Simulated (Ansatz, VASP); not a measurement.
## Fe: VASP beside Ansatz

```
Fe
1.0
     2.20645    0.00000    0.00000
     0.00000    2.20645    0.00000
     0.00000    0.00000    2.20645
Fe
1
Direct
  0.00000 0.00000 0.00000
```

Alike in both runs: task single point; functional PBEsol; k mesh 16 × 16 × 16; occupations fermi-dirac, width 0.1 eV; no spin polarisation.

|  | VASP | Ansatz |
| --- | --- | --- |
| version | VASP 6.6.1 | Ansatz 0.2.0 |
| potentials or method | VASP PAW PBE potentials, release 64 (Fe) | plane waves (420 eV) with PAW, scalar-relativistic |
| plane-wave cutoff (eV) | 520 | 420 |
| valence electrons in the cell | 8 | 16 |

|  | VASP | Ansatz | Ansatz less VASP |
| --- | --- | --- | --- |
| pressure (GPa) | 9.5 | 10.3 | +0.85 |

The two sets of potentials don't hold the same shells in valence. Ansatz warned: «pseudo_functional_mismatch».

Caveats: the PAW data sets were made with another functional, which shifts forces and pressure a little (VASP); the run has no spin polarisation, though such a crystal can be magnetic. Spin polarisation is off, so any magnetic state and its effect on volume and gap are missing.
